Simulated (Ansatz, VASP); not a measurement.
## One calculation of Y, two programs

The input INCAR:

```
SYSTEM = Y
  ALGO = Normal
  EDIFF = 1E-6
  ENCUT = 520
  GGA = RE
  ISIF = 2
  ISMEAR = -1
  LASPH = .TRUE.
  LCHARG = .FALSE.
  LREAL = .FALSE.
  LWAVE = .FALSE.
  NBANDS = 12
  NELM = 60
  PREC = Accurate
  SIGMA = 0.1
```

KPOINTS

```
k-points
0
G
  11 11 11
  0 0 0
```

File POSCAR:

```
Y
1.0
    3.3963437506      0.0000000000      0.0000000000
    0.0000000000      3.3963437506      0.0000000000
    0.0000000000      0.0000000000      3.3963437506
Y
1
Direct
    0.0000000000      0.0000000000      0.0000000000
```

Input for Ansatz:

```yaml
crystal:
  lattice:
    - [3.3963437506, 0.0, 0.0]
    - [0.0, 3.3963437506, 0.0]
    - [0.0, 0.0, 3.3963437506]
  atoms:
    - { symbol: "Y", position: [0.0, 0.0, 0.0] }
hamiltonian:
  xc: revpbe
  pseudopotentials:
    kind: paw
    azcp:
      "Y": "pseudopotentials/Y.paw.azcp"
basis:
  ecutwfc: 420
  fft_grid_basis: typed
kpoints:
  mp_grid: { grid: [11, 11, 11], shift: [0, 0, 0] }
magnetization:
  spin_polarized: false
scf:
  occupations: { method: fermi_dirac, width: 0.1 }
  lower_state_search: "off"
output:
  stress: true
```

Alike in both runs: task single point; functional revPBE; k mesh 11 × 11 × 11; occupations fermi-dirac, width 0.1 eV; no spin polarisation.

```csv
,VASP,Ansatz
version,VASP 6.6.1,Ansatz 0.2.0
potentials or method,"VASP PAW PBE potentials, release 64 (Y_sv)","plane waves (420 eV) with PAW, scalar-relativistic"
plane-wave cutoff (eV),520,420
valence electrons in the cell,11,11
```

```csv
,VASP,Ansatz,Ansatz less VASP
pressure (GPa),-1.8,-1.8,+0.05
```

The functional is the same, so the differences come from potentials, cutoffs and numerics.

Caveats: the PAW data sets were made with another functional, which shifts forces and pressure a little (VASP).
